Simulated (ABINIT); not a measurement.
AlN: band structure with BLYP

**The experiment to reproduce.**

“Structural and optical properties of self-assembled AlN nanowires grown on SiO2/Si substrates by molecular beam epitaxy”, 2024, arxiv:2402.00216 quotes, for a bulk crystal of AlN at 0 K: band gap 6.0343 eV (an exciton energy, a little under the gap).

Crystal: AlN.

```xyz
4
Lattice="3.1130 0.0000 0.0000 -1.5565 2.6959 0.0000 0.0000 0.0000 4.9810" Properties=species:S:1:pos:R:3 pbc="T T T"
Al    1.5565    0.8986    2.4905
Al    0.0000    1.7973    0.0000
N     1.5565    0.8986    4.3833
N     0.0000    1.7973    1.8928
```

```yaml
Program: ABINIT 10.8.3 (patched build)
Task: band structure
Functional: BLYP
Potentials_or_basis: JTH PAW PBE v2.0
Cutoff: 680 eV
k_mesh: 10 × 10 × 6
Occupations: fermi-dirac, width 0.05 eV
Spin: no spin polarisation
Fine-grid_cutoff: 1278.94 eV
Exchange_and_correlation_inside_the_PAW_spheres: full angular mesh (pawxcdev 0, this build's default; the released program takes 1)
```

```
Largest force                                         : 0.109 eV/Å
Band gap on the k mesh                                : 4.51 eV, direct
Valence electrons inside the program's atomic spheres : Al 0.91; N 2.66
```

Forces in eV/Å, atoms in the order of the input:
```
Al   0.000  0.000 -0.109
Al   0.000  0.000 -0.109
N    0.000  0.000  0.109
N    0.000  0.000  0.109
```

Levels at the corners of the path, in eV from the valence-band top:
| point | band 5 | band 6 | band 7 | band 8 | band 9 | band 10 | band 11 | band 12 |
| --- | --- | --- | --- | --- | --- | --- | --- | --- |
| Γ | -0.83 | -0.18 | -0.18 | 0.00 | 4.51 | 6.84 | 10.87 | 11.29 |
| M | -3.28 | -2.04 | -1.72 | -0.66 | 6.11 | 6.14 | 8.39 | 10.55 |
| K | -3.72 | -2.37 | -2.34 | -2.34 | 5.44 | 8.67 | 9.94 | 9.94 |
| Γ | -0.83 | -0.18 | -0.18 | 0.00 | 4.51 | 6.84 | 10.87 | 11.29 |
| A | -0.51 | -0.51 | -0.51 | -0.51 | 6.69 | 6.69 | 10.53 | 10.53 |
| L | -1.43 | -1.43 | -1.33 | -1.33 | 5.63 | 5.63 | 9.49 | 9.49 |
| H | -3.73 | -3.73 | -0.79 | -0.79 | 7.75 | 7.75 | 8.11 | 8.11 |
| A | -0.51 | -0.51 | -0.51 | -0.51 | 6.69 | 6.69 | 10.53 | 10.53 |

It took 70 s on 1 thread of Arm Neoverse V1, on a shared host, peak memory 0.13 GiB.

A measured gap of AlN is 6.0343 eV (an exciton energy, a little under the gap; 0 K; quoted in “Structural and optical properties of self-assembled AlN nanowires grown on SiO2/Si substrates by molecular beam epitaxy”, 2024, arxiv:2402.00216); the calculated 4.51 eV misses it by -1.52 eV. 2 values of this kind are on record (6.034 to 6.0343 eV); this one was drawn at random. The value is that of BLYP on a finite k mesh, which can miss the band edges, without temperature or zero-point motion. Semilocal functionals fall short of measured gaps as a rule.

Caveat: the PAW data sets were made with another functional, which shifts forces and pressure a little.
